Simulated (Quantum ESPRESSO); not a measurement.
## TiTe under changes of volume

One of the cells (20.463 Å³/atom); the others are scaled copies at fixed shape and fractional positions:

```
CELL_PARAMETERS angstrom
3.84200 0.00000 0.00000
-1.92100 3.32727 0.00000
0.00000 0.00000 6.40300
ATOMIC_POSITIONS crystal
Te 0.66667 0.33333 0.75000
Te 0.33333 0.66667 0.25000
Ti 0.00000 0.00000 0.50000
Ti 0.00000 0.00000 0.00000
```

```yaml
Program: Quantum ESPRESSO 7.5
Functional: r2SCAN
Potentials_or_basis: SG15 PBE 1.2
Cutoff: 952 eV
Density_cutoff: 3810 eV
k_mesh: 4 × 4 × 2
Occupations: fermi-dirac, width 0.05 eV
Spin: no spin polarisation
```

```csv
volume (Å³/atom),energy over the lowest point (meV/atom),pressure (GPa)
19.235,?,?
19.644,75.05,12.3
20.054,47.49,9.4
20.463,26.86,6.9
20.872,12.48,4.5
21.281,3.72,2.5
21.691,0.00,0.6
```

Q: What does the run at 19.235 Å³/atom give?

A: Energy over the lowest point 110.34 meV/atom; pressure 15.5 GPa.

Worked out: A Birch-Murnaghan fit of order 3 (a polynomial in V^(-2/3)) to the other rows has its minimum at 21.81 Å³/atom, just outside them, with B0 = V·E''(V) = 93 GPa and B' = 4.4 at fixed shape and positions, which overstates the stiffness. It gives 110.22 meV/atom at 19.235 Å³/atom, against the run's 110.34, and -dE/dV = 15.4 GPa, against 15.5.

Energies are extrapolated to zero smearing.

Caveats: all runs use coarse meshes; the potentials were made for another functional, which shifts forces and pressure.
